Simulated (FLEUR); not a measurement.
# C (Fd-3m) in FLEUR: notebook

Runs on C. Level: r2SCAN. Tasks: band structure, equation of state.

Everything below comes from runs of FLEUR MaX-R8.1 (later development tree). Logs are shortened: lines on timing, memory, paths and dates and some standing lists are left out, and cuts for length are marked.

**What was measured.**

“Equation of state of cubic boron nitride at high pressures and temperatures”, 2007, arxiv:cond-mat/0702656 quotes, for a bulk crystal of C: bulk modulus 444.8 ± 0.8 GPa.

The results are compared with them further down.

### Step 1. The crystal as given

Symmetry: Fd-3m, No. 227, cubic system. Conventional cell: a = 3.567 Å, b = 3.567 Å, c = 3.567 Å, α = 90.00°, β = 90.00°, γ = 90.00°. Around C (site symmetry -43m) lie 4 C at 1.54 Å.

This isn't the form of C at room conditions, which is graphite.

### Step 2. Band structure, r2SCAN

Contents of inp.xml:

```xml
<?xml version="1.0" encoding="UTF-8" standalone="no"?>
<fleurInput fleurInputVersion="0.39">
   <comment>
      C                                                                                                   
   </comment>
   <calculationSetup>
      <cutoffs Kmax="5.33" Gmax="16.5" GmaxXC="16.5" numbands="0"/>
      <scfLoop itmax="60" minDistance="0.00001" maxIterBroyd="15" imix="Anderson" alpha="0.05" precondParam="0.0" spinf="2.0" sdNocoIR="T"/>
      <coreElectrons ctail="F" frcor="F" kcrel="0" coretail_lmax="0"/>
      <xcFunctional name="LibXC" relativisticCorrections="F">
         <LibXCName exchange="mgga_x_r2scan" correlation="mgga_c_r2scan"/>
         <AuxGGA exchange="117" correlation="130"/>
      </xcFunctional>
      <magnetism jspins="1"/>
      <soc l_soc="F" theta="0.0" phi="0.0" spav="F"/>
      <expertModes spex="0" secvar="F"/>
      <geometryOptimization l_f="F" forcealpha="1.0" forcemix="BFGS" epsdisp="0.00001" epsforce="0.00001"/>
      <ldaU l_linMix="F" mixParam="0.05" spinf="1.0"/>
   </calculationSetup>
   <cell>
      <bzIntegration valenceElectrons="8.0" mode="hist" fermiSmearingEnergy="0.00183747">
         <kPointListSelection listName="default-1"/>
         <!-- k-points included here -->
         <xi:include xmlns:xi="http://www.w3.org/2001/XInclude" href="kpts.xml"> </xi:include>
      </bzIntegration>
      <!-- symmetry operations included here -->
      <xi:include xmlns:xi="http://www.w3.org/2001/XInclude" href="sym.xml"> </xi:include>
      <bulkLattice scale="1.0">
         <bravaisMatrix>
            <row-1>    0.0000000000000000     3.3700808788279017     3.3700808788279017</row-1>
            <row-2>    3.3700808788279017     0.0000000000000000     3.3700808788279017</row-2>
            <row-3>    3.3700808788279017     3.3700808788279017     0.0000000000000000</row-3>
         </bravaisMatrix>
      </bulkLattice>
   </cell>
   <atomSpecies>
      <species name="Carbon (C)" element="C" atomicNumber="6">
         <mtSphere radius="1.35" gridPoints="447" logIncrement="0.023"/>
         <atomicCutoffs lmax="8" lnonsphr="6"/>
         <electronConfig flipSpins="F">
            <coreConfig>(1s1/2)</coreConfig>
            <valenceConfig>(2s1/2) (2p1/2) (2p3/2)</valenceConfig>
            <stateOccupation state="(2p1/2)" spinUp="0.333333" spinDown="0.333333"/>
            <stateOccupation state="(2p3/2)" spinUp="0.666667" spinDown="0.666667"/>
         </electronConfig>
         <energyParameters s="2" p="2" d="3" f="4"/>
         <lo type="SCLO" l="0" n="2" eDeriv="2"/>
         <lo type="SCLO" l="1" n="2" eDeriv="2"/>
         <lo type="SCLO" l="2" n="3" eDeriv="2"/>
      </species>
   </atomSpecies>
   <atomGroups>
      <atomGroup species="Carbon (C)">
         <relPos label="                   1">-3.000/8.000 -3.000/8.000 -3.000/8.000</relPos>
         <relPos label="                   2">3.000/8.000 3.000/8.000 3.000/8.000</relPos>
         <force calculate="T" relaxXYZ="TTT"/>
      </atomGroup>
   </atomGroups>
   <output dos="F" band="F" slice="F">
      <checks vchk="F" cdinf="F"/>
      <bandDOS minEnergy="-.5*Htr" maxEnergy="0.5*Htr" sigma="0.015" storeEVData="T"/>
      <vacuumDOS vacdos="F" integ="F" star="F" nstars="0" locx1="0.0" locy1="0.0" locx2="0.0" locy2="0.0" nstm="0" tworkf="0.0"/>
      <unfoldingBand unfoldBand="F" supercellX="1" supercellY="1" supercellZ="1"/>
      <plotting iplot="0" polar="F">
         <plot TwoD="T" vec1="  1.0  0.0  0.0" vec2="  0.0  1.0  0.0" vec3="  0.0  0.0  1.0" zero="  0.0  0.0  0.0" file="plot"/>
      </plotting>
      <chargeDensitySlicing numkpt="0" minEigenval="0.0" maxEigenval="0.0" nnne="0" pallst="F"/>
      <specialOutput eonly="F"/>
      <moessbauerParams electricFieldGradient="T" isomerShift="T" coreHyperfine="T" valenceHyperfine="T"/>
      <magneticCircularDichroism mcd="F" energyLo="-10.0" energyUp="0.0"/>
   </output>
  <!-- We include the file relax.xml here to enable relaxations (see documentation) -->
  <xi:include xmlns:xi="http://www.w3.org/2001/XInclude" href="relax.xml"> <xi:fallback/> </xi:include>
</fleurInput>
```

Contents of crystal.txt:

```
C
&input cartesian=F /
0.0000000000  1.7833700000  1.7833700000
1.7833700000  0.0000000000  1.7833700000
1.7833700000  1.7833700000  0.0000000000
1.8897261246
1.0 1.0 1.0

2
6 0.7500000000  0.7500000000  0.7500000000
6 0.5000000000  0.5000000000  0.5000000000

&kpt div1=13 div2=13 div3=13 gamma=T /
```

Contents of inp.xml (bands):

```
<?xml version="1.0" encoding="UTF-8" standalone="no"?>
<fleurInput fleurInputVersion="0.39">
   <comment>
      C                                                                                                   
   </comment>
   <calculationSetup>
      <cutoffs Kmax="5.33" Gmax="16.5" GmaxXC="16.5" numbands="0"/>
      <scfLoop itmax="60" minDistance="0.00001" maxIterBroyd="15" imix="Anderson" alpha="0.05" precondParam="0.0" spinf="2.0" sdNocoIR="T"/>
      <coreElectrons ctail="F" frcor="F" kcrel="0" coretail_lmax="0"/>
      <xcFunctional name="LibXC" relativisticCorrections="F">
         <LibXCName exchange="mgga_x_r2scan" correlation="mgga_c_r2scan"/>
         <AuxGGA exchange="117" correlation="130"/>
      </xcFunctional>
      <magnetism jspins="1"/>
      <soc l_soc="F" theta="0.0" phi="0.0" spav="F"/>
      <expertModes spex="0" secvar="F"/>
      <geometryOptimization l_f="F" forcealpha="1.0" forcemix="BFGS" epsdisp="0.00001" epsforce="0.00001"/>
      <ldaU l_linMix="F" mixParam="0.05" spinf="1.0"/>
   </calculationSetup>
   <cell>
      <bzIntegration valenceElectrons="8.0" mode="hist" fermiSmearingEnergy="0.00183747">
         <kPointListSelection listName="path-1"/>
         <!-- k-points included here -->
         <xi:include xmlns:xi="http://www.w3.org/2001/XInclude" href="kpts.xml"> </xi:include>
      </bzIntegration>
      <!-- symmetry operations included here -->
      <xi:include xmlns:xi="http://www.w3.org/2001/XInclude" href="sym.xml"> </xi:include>
      <bulkLattice scale="1.0">
         <bravaisMatrix>
            <row-1>    0.0000000000000000     3.3700808788279017     3.3700808788279017</row-1>
            <row-2>    3.3700808788279017     0.0000000000000000     3.3700808788279017</row-2>
            <row-3>    3.3700808788279017     3.3700808788279017     0.0000000000000000</row-3>
         </bravaisMatrix>
      </bulkLattice>
   </cell>
   <atomSpecies>
      <species name="Carbon (C)" element="C" atomicNumber="6">
         <mtSphere radius="1.35" gridPoints="447" logIncrement="0.023"/>
         <atomicCutoffs lmax="8" lnonsphr="6"/>
         <electronConfig flipSpins="F">
            <coreConfig>(1s1/2)</coreConfig>
            <valenceConfig>(2s1/2) (2p1/2) (2p3/2)</valenceConfig>
            <stateOccupation state="(2p1/2)" spinUp="0.333333" spinDown="0.333333"/>
            <stateOccupation state="(2p3/2)" spinUp="0.666667" spinDown="0.666667"/>
         </electronConfig>
         <energyParameters s="2" p="2" d="3" f="4"/>
         <lo type="SCLO" l="0" n="2" eDeriv="2"/>
         <lo type="SCLO" l="1" n="2" eDeriv="2"/>
         <lo type="SCLO" l="2" n="3" eDeriv="2"/>
      </species>
   </atomSpecies>
   <atomGroups>
      <atomGroup species="Carbon (C)">
         <relPos label="                   1">-3.000/8.000 -3.000/8.000 -3.000/8.000</relPos>
         <relPos label="                   2">3.000/8.000 3.000/8.000 3.000/8.000</relPos>
         <force calculate="T" relaxXYZ="TTT"/>
      </atomGroup>
   </atomGroups>
   <output dos="F" band="T" slice="F">
      <checks vchk="F" cdinf="F"/>
      <bandDOS minEnergy="-.5*Htr" maxEnergy="0.5*Htr" sigma="0.015" storeEVData="T"/>
      <vacuumDOS vacdos="F" integ="F" star="F" nstars="0" locx1="0.0" locy1="0.0" locx2="0.0" locy2="0.0" nstm="0" tworkf="0.0"/>
      <unfoldingBand unfoldBand="F" supercellX="1" supercellY="1" supercellZ="1"/>
      <plotting iplot="0" polar="F">
         <plot TwoD="T" vec1="  1.0  0.0  0.0" vec2="  0.0  1.0  0.0" vec3="  0.0  0.0  1.0" zero="  0.0  0.0  0.0" file="plot"/>
      </plotting>
      <chargeDensitySlicing numkpt="0" minEigenval="0.0" maxEigenval="0.0" nnne="0" pallst="F"/>
      <specialOutput eonly="F"/>
      <moessbauerParams electricFieldGradient="T" isomerShift="T" coreHyperfine="T" valenceHyperfine="T"/>
      <magneticCircularDichroism mcd="F" energyLo="-10.0" energyUp="0.0"/>
   </output>
  <!-- We include the file relax.xml here to enable relaxations (see documentation) -->
  <xi:include xmlns:xi="http://www.w3.org/2001/XInclude" href="relax.xml"> <xi:fallback/> </xi:include>
</fleurInput>
```

Potentials or basis: all-electron, FLAPW.

Started as:

```sh
$ inpgen -f crystal.txt -profile fastHighL
$ # inp.xml edited to the form shown
$ fleur_MPI
$ fleur_MPI   # second run, on inp.xml (bands)
```

The program printed:

```text
Welcome to FLEUR        (www.flapw.de)
      MaX-Release 8.1          (www.max-centre.eu)
 func_ids         498         497         498         497
 MetaGGA potential functional detected - V_tau will be computed
 Auxiliary Potential for radial basis: exchange=         117  correlation=         130
The functional 'Re-regularized SCAN exchange by Furness et al' is an exchange functional, it belongs to the 'MGGA' family and is defined in the reference(s):
[1] J. W. Furness, A. D. Kaplan, J. Ning, J. P. Perdew, and J. Sun.,  J. Phys. Chem. Lett. 11, 8208-8215 (2020)
[2] J. W. Furness, A. D. Kaplan, J. Ning, J. P. Perdew, and J. Sun.,  J. Phys. Chem. Lett. 11, 9248-9248 (2020)
The functional 'Re-regularized SCAN correlation by Furness et al' is a correlation functional, it belongs to the 'MGGA' family and is defined in the reference(s):
[1] J. W. Furness, A. D. Kaplan, J. Ning, J. P. Perdew, and J. Sun.,  J. Phys. Chem. Lett. 11, 8208-8215 (2020)
[2] J. W. Furness, A. D. Kaplan, J. Ning, J. P. Perdew, and J. Sun.,  J. Phys. Chem. Lett. 11, 9248-9248 (2020)
 Using same functional for VXC and EXC

 ========== k-point set info ==========
 Selected k-point list: default-1
 k-point list type: mesh
 13 x 13 x 13
 Number of k points: 84

 ------------Calculation Setup---------------------------
 Number of MPI-tasks      :            1
 Number of PE/node        :            1
 Number of OMP-threads    :            1
 Most efficient MPI parallelization for:
           1           2           3           4           6           7          12          14          21          28          42          84
 Additional eigenvalue parallelization possible
 Number of basis functions:          234
 Approximate size of matrices (H+S) per k-point:         0.001 GB
 --------------------------------------------------------
The functional 'Hammer, Hansen, and Norskov' is an exchange functional, it belongs to the 'GGA' family and is defined in the reference(s):
[1] B. Hammer, L. B. Hansen, and J. K. Nørskov.,  Phys. Rev. B 59, 7413 (1999)
The functional 'Perdew, Burke & Ernzerhof' is a correlation functional, it belongs to the 'GGA' family and is defined in the reference(s):
[1] J. P. Perdew, K. Burke, and M. Ernzerhof.,  Phys. Rev. Lett. 77, 3865 (1996)
[2] J. P. Perdew, K. Burke, and M. Ernzerhof.,  Phys. Rev. Lett. 78, 1396 (1997)
 Using same functional for VXC and EXC
 Using auxiliary GGA potential for the first iteration of MetaGGA calculation.
 Reset of history
 Reset of history
 Iteration:     1   Distance:      23.23876316 me/bohr^3
The functional 'Hammer, Hansen, and Norskov' is an exchange functional, it belongs to the 'GGA' family and is defined in the reference(s):
[1] B. Hammer, L. B. Hansen, and J. K. Nørskov.,  Phys. Rev. B 59, 7413 (1999)
The functional 'Perdew, Burke & Ernzerhof' is a correlation functional, it belongs to the 'GGA' family and is defined in the reference(s):
[1] J. P. Perdew, K. Burke, and M. Ernzerhof.,  Phys. Rev. Lett. 77, 3865 (1996)
[2] J. P. Perdew, K. Burke, and M. Ernzerhof.,  Phys. Rev. Lett. 78, 1396 (1997)
 Using same functional for VXC and EXC
 Iteration:     2   Distance:      21.55565992 me/bohr^3
The functional 'Hammer, Hansen, and Norskov' is an exchange functional, it belongs to the 'GGA' family and is defined in the reference(s):
[1] B. Hammer, L. B. Hansen, and J. K. Nørskov.,  Phys. Rev. B 59, 7413 (1999)
The functional 'Perdew, Burke & Ernzerhof' is a correlation functional, it belongs to the 'GGA' family and is defined in the reference(s):
[1] J. P. Perdew, K. Burke, and M. Ernzerhof.,  Phys. Rev. Lett. 77, 3865 (1996)
[2] J. P. Perdew, K. Burke, and M. Ernzerhof.,  Phys. Rev. Lett. 78, 1396 (1997)
 Using same functional for VXC and EXC
 Iteration:     3   Distance:      20.31609387 me/bohr^3
The functional 'Hammer, Hansen, and Norskov' is an exchange functional, it belongs to the 'GGA' family and is defined in the reference(s):
[1] B. Hammer, L. B. Hansen, and J. K. Nørskov.,  Phys. Rev. B 59, 7413 (1999)
The functional 'Perdew, Burke & Ernzerhof' is a correlation functional, it belongs to the 'GGA' family and is defined in the reference(s):
[1] J. P. Perdew, K. Burke, and M. Ernzerhof.,  Phys. Rev. Lett. 77, 3865 (1996)
[2] J. P. Perdew, K. Burke, and M. Ernzerhof.,  Phys. Rev. Lett. 78, 1396 (1997)
 Using same functional for VXC and EXC
 Iteration:     4   Distance:       2.91180049 me/bohr^3
The functional 'Hammer, Hansen, and Norskov' is an exchange functional, it belongs to the 'GGA' family and is defined in the reference(s):
[1] B. Hammer, L. B. Hansen, and J. K. Nørskov.,  Phys. Rev. B 59, 7413 (1999)
The functional 'Perdew, Burke & Ernzerhof' is a correlation functional, it belongs to the 'GGA' family and is defined in the reference(s):
[1] J. P. Perdew, K. Burke, and M. Ernzerhof.,  Phys. Rev. Lett. 77, 3865 (1996)
[2] J. P. Perdew, K. Burke, and M. Ernzerhof.,  Phys. Rev. Lett. 78, 1396 (1997)
 Using same functional for VXC and EXC
 Iteration:     5   Distance:       2.03413208 me/bohr^3
The functional 'Hammer, Hansen, and Norskov' is an exchange functional, it belongs to the 'GGA' family and is defined in the reference(s):
[... 32 lines left out ...]
 Using same functional for VXC and EXC
 Iteration:    10   Distance:       0.00027403 me/bohr^3
The functional 'Hammer, Hansen, and Norskov' is an exchange functional, it belongs to the 'GGA' family and is defined in the reference(s):
[1] B. Hammer, L. B. Hansen, and J. K. Nørskov.,  Phys. Rev. B 59, 7413 (1999)
The functional 'Perdew, Burke & Ernzerhof' is a correlation functional, it belongs to the 'GGA' family and is defined in the reference(s):
[1] J. P. Perdew, K. Burke, and M. Ernzerhof.,  Phys. Rev. Lett. 77, 3865 (1996)
[2] J. P. Perdew, K. Burke, and M. Ernzerhof.,  Phys. Rev. Lett. 78, 1396 (1997)
 Using same functional for VXC and EXC
 Iteration:    11   Distance:       0.00007543 me/bohr^3
The functional 'Hammer, Hansen, and Norskov' is an exchange functional, it belongs to the 'GGA' family and is defined in the reference(s):
[1] B. Hammer, L. B. Hansen, and J. K. Nørskov.,  Phys. Rev. B 59, 7413 (1999)
The functional 'Perdew, Burke & Ernzerhof' is a correlation functional, it belongs to the 'GGA' family and is defined in the reference(s):
[1] J. P. Perdew, K. Burke, and M. Ernzerhof.,  Phys. Rev. Lett. 77, 3865 (1996)
[2] J. P. Perdew, K. Burke, and M. Ernzerhof.,  Phys. Rev. Lett. 78, 1396 (1997)
 Using same functional for VXC and EXC
 Iteration:    12   Distance:       0.00001279 me/bohr^3
The functional 'Hammer, Hansen, and Norskov' is an exchange functional, it belongs to the 'GGA' family and is defined in the reference(s):
[1] B. Hammer, L. B. Hansen, and J. K. Nørskov.,  Phys. Rev. B 59, 7413 (1999)
The functional 'Perdew, Burke & Ernzerhof' is a correlation functional, it belongs to the 'GGA' family and is defined in the reference(s):
[1] J. P. Perdew, K. Burke, and M. Ernzerhof.,  Phys. Rev. Lett. 77, 3865 (1996)
[2] J. P. Perdew, K. Burke, and M. Ernzerhof.,  Phys. Rev. Lett. 78, 1396 (1997)
 Using same functional for VXC and EXC
 Iteration:    13   Distance:       0.00000036 me/bohr^3

 ********************************************************************
 Run finished successfully
 Stop message:
   all done
 ********************************************************************
```

It took 15 s on 1 thread of Arm Neoverse V2, shared host; peak memory 0.05 GiB.

Results:

```
Free energy                                           : -2074.9363 eV
Band gap on the k mesh                                : 4.36 eV, indirect (least direct gap 5.88 eV)
Band gap along the path                               : 4.35 eV, indirect (least direct gap 5.88 eV)
Valence electrons inside the program's atomic spheres : C 2.09 (radii C 1.35 bohr)
```

Levels at the corners of the path, in eV from the valence-band top:
| point | band 1 | band 2 | band 3 | band 4 | band 5 | band 6 | band 7 |
| --- | --- | --- | --- | --- | --- | --- | --- |
| Γ | -22.67 | 0.00 | 0.00 | 0.00 | 5.88 | 5.88 | 5.88 |
| X | -13.57 | -13.57 | -6.64 | -6.64 | 5.02 | 5.02 | 17.92 |
| W | -12.79 | -12.79 | -8.70 | -8.70 | 11.27 | 11.27 | 12.94 |
| K | -13.86 | -12.48 | -9.72 | -5.66 | 5.98 | 11.33 | 15.25 |
| Γ | -22.67 | 0.00 | 0.00 | 0.00 | 5.88 | 5.88 | 5.88 |
| L | -16.73 | -14.02 | -2.97 | -2.97 | 8.91 | 8.91 | 9.15 |
| U | -13.86 | -12.48 | -9.72 | -5.66 | 5.98 | 11.33 | 15.25 |
| W | -12.79 | -12.79 | -8.70 | -8.70 | 11.27 | 11.27 | 12.94 |
| L | -16.73 | -14.02 | -2.97 | -2.97 | 8.91 | 8.91 | 9.15 |
| K | -13.86 | -12.48 | -9.72 | -5.66 | 5.98 | 11.33 | 15.25 |
| U | -13.86 | -12.48 | -9.72 | -5.66 | 5.98 | 11.33 | 15.25 |
| X | -13.57 | -13.57 | -6.64 | -6.64 | 5.02 | 5.02 | 17.92 |

Core levels (eV from the Fermi level):
| atom | levels |
| --- | --- |
| 1 C | 1s1/2 -266.2 |
| 2 C | 1s1/2 -266.2 |

Caveat: the meta-GGA is that of a development version, with a GGA for the radial functions and cores and without core tails.

### Step 3. Equation of state, r2SCAN, 5.33 Å³/atom (volume scaled by 0.94)

Changes to inp.xml since step 2:

```diff
@@ -6,3 +6,3 @@
    <calculationSetup>
-      <cutoffs Kmax="5.33" Gmax="16.5" GmaxXC="16.5" numbands="0"/>
+      <cutoffs Kmax="5.5" Gmax="17.0" GmaxXC="17.0" numbands="0"/>
       <scfLoop itmax="60" minDistance="0.00001" maxIterBroyd="15" imix="Anderson" alpha="0.05" precondParam="0.0" spinf="2.0" sdNocoIR="T"/>
@@ -27,3 +27,3 @@
       <xi:include xmlns:xi="http://www.w3.org/2001/XInclude" href="sym.xml"> </xi:include>
-      <bulkLattice scale="1.0">
+      <bulkLattice scale="0.9795861087">
          <bravaisMatrix>
@@ -37,3 +37,3 @@
       <species name="Carbon (C)" element="C" atomicNumber="6">
-         <mtSphere radius="1.35" gridPoints="447" logIncrement="0.023"/>
+         <mtSphere radius="1.31" gridPoints="447" logIncrement="0.023"/>
          <atomicCutoffs lmax="8" lnonsphr="6"/>
```

Potentials or basis: all-electron, FLAPW.

Started as:

```sh
$ inpgen -f crystal.txt -profile fastHighL
$ # inp.xml edited to the form shown
$ fleur_MPI
```

Wall time 15 s (1 thread of Arm Neoverse V2, shared host); peak memory 0.09 GiB.

It converged, with:

```yaml
Free_energy: -2074.8881 eV
Band_gap_on_the_k_mesh: 4.50 eV, indirect (least direct gap 6.05 eV)
Valence_electrons_inside_the_program's_atomic_spheres: C 2.01 (radii C 1.31 bohr)
```

Caveat: the meta-GGA is that of a development version, with a GGA for the radial functions and cores and without core tails; an odd mesh through Γ misses points on the zone boundary, where band edges often lie.

### Step 4. Equation of state, r2SCAN, 5.44 Å³/atom (volume scaled by 0.96)

Changes to inp.xml since step 3:

```diff
@@ -27,3 +27,3 @@
       <xi:include xmlns:xi="http://www.w3.org/2001/XInclude" href="sym.xml"> </xi:include>
-      <bulkLattice scale="0.9795861087">
+      <bulkLattice scale="0.9864848297">
          <bravaisMatrix>
```

Started as:

```sh
$ inpgen -f crystal.txt -profile fastHighL
$ # inp.xml edited to the form shown
$ fleur_MPI
```

Wall time 15 s (1 thread of Arm Neoverse V2, shared host); peak memory 0.09 GiB.

Results (log left out):

```
Free energy                                           : -2074.9200 eV
Band gap on the k mesh                                : 4.46 eV, indirect (least direct gap 5.99 eV)
Valence electrons inside the program's atomic spheres : C 1.99 (radii C 1.31 bohr)
```

Caveat: the meta-GGA is that of a development version, with a GGA for the radial functions and cores and without core tails; an odd mesh through Γ misses points on the zone boundary, where band edges often lie.

### Step 5. Equation of state, r2SCAN, 5.67 Å³/atom

Changes to inp.xml since step 4:

```diff
@@ -27,3 +27,3 @@
       <xi:include xmlns:xi="http://www.w3.org/2001/XInclude" href="sym.xml"> </xi:include>
-      <bulkLattice scale="0.9864848297">
+      <bulkLattice scale="1.0000000000">
          <bravaisMatrix>
```

Started as:

```sh
$ inpgen -f crystal.txt -profile fastHighL
$ # inp.xml edited to the form shown
$ fleur_MPI
```

Run time: 16 s. Hardware: 1 thread of Arm Neoverse V2, shared host; peak memory 0.09 GiB.

The run converged. Its results:

```yaml
Free_energy: -2074.9395 eV
Band_gap_on_the_k_mesh: 4.36 eV, indirect (least direct gap 5.87 eV)
Valence_electrons_inside_the_program's_atomic_spheres: C 1.95 (radii C 1.31 bohr)
```

Caveat: the meta-GGA is that of a development version, with a GGA for the radial functions and cores and without core tails; an odd mesh through Γ misses points on the zone boundary, where band edges often lie.

(Continued in part 2 of 2.)
